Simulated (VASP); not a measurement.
**Si: single point with PBE**

Si:

```
CELL_PARAMETERS angstrom
0.00000 2.73505 2.73505
2.73505 0.00000 2.73505
2.73505 2.73505 0.00000
ATOMIC_POSITIONS crystal
Si 0.25000 0.25000 0.25000
Si 0.00000 0.00000 0.00000
```

| Property | Result |
| --- | --- |
| Program | VASP 6.6.1 |
| Task | single point |
| Functional | PBE |
| Potentials or basis | VASP PAW PBE potentials, release 64 (Si) |
| Cutoff | 520 eV |
| k mesh | 8 × 8 × 8 |
| Occupations | gaussian, width 0.02 eV |
| Spin | no spin polarisation |
| Dipole correction | no |
| Further INCAR settings | ALGO = Normal; EDIFF = 1e-07; NBANDS = 11 |

```
Pressure               : -0.1 GPa
Band gap on the k mesh : 0.65 eV, indirect (least direct gap 2.56 eV)
```

Levels at points of the mesh, in eV from the valence-band top:
```tsv
k point	band 1	band 2	band 3	band 4	band 5	band 6	band 7	band 8	band 9
(0.00, 0.00, 0.00)	-11.81	0.00	0.00	0.00	2.56	2.56	2.56	3.13	7.71
(0.50, 0.00, 0.00)	-9.53	-6.87	-1.18	-1.18	1.46	3.35	3.35	7.70	10.49
(0.50, 0.50, 0.00)	-7.74	-7.74	-2.79	-2.79	0.75	0.75	9.93	9.93	10.90
```

Run time: 6.1 s on 1 thread of Intel(R) Xeon(R) 6975P-C (Granite Rapids), on a shared host, peak memory 0.15 GiB.

A k mesh can miss the band edges.
